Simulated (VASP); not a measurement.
**Ba: single point with BLYP**

Crystal: Ba.

```xyz
1
Lattice="0.0000 3.2266 3.2266 3.2266 0.0000 3.2266 3.2266 3.2266 0.0000" Properties=species:S:1:pos:R:3 pbc="T T T"
Ba    0.0000    0.0000    0.0000
```

This isn't the form of Ba at room conditions, which is bcc.

```json
{"Program": "VASP 6.6.1", "Task": "single point", "Functional": "BLYP", "Potentials or basis": "VASP PAW PBE potentials, release 64 (Ba_sv)", "Cutoff": "520 eV", "k mesh": "10 × 10 × 10", "Occupations": "fermi-dirac, width 0.1 eV", "Spin": "no spin polarisation", "Dipole correction": "no", "Further INCAR settings": "ALGO = Fast; EDIFF = 1e-06; NBANDS = 11"}
```

- Pressure: 0.1 GPa
- Band gap on the k mesh: none (metal or under the smearing width)

Levels at points of the mesh, in eV from the Fermi level:
```csv
k point,band 3,band 4,band 5,band 6,band 7,band 8
"(0.00, 0.00, 0.00)",-14.10,-14.10,-2.68,1.58,1.58,1.58
"(0.50, 0.00, 0.00)",-14.15,-14.15,-0.93,1.04,1.46,1.46
"(0.50, 0.50, 0.00)",-14.24,-14.24,-0.75,-0.16,1.98,4.05
```

Wall time 78 s on 1 thread of Intel(R) Xeon(R) Platinum 8375C CPU @ 2.90GHz (Ice Lake) (shared host), peak memory 0.21 GiB.

Caveat: the PAW data sets were made with another functional, which shifts forces and pressure a little. Spin-orbit coupling is left out, which matters for the levels of Ba.
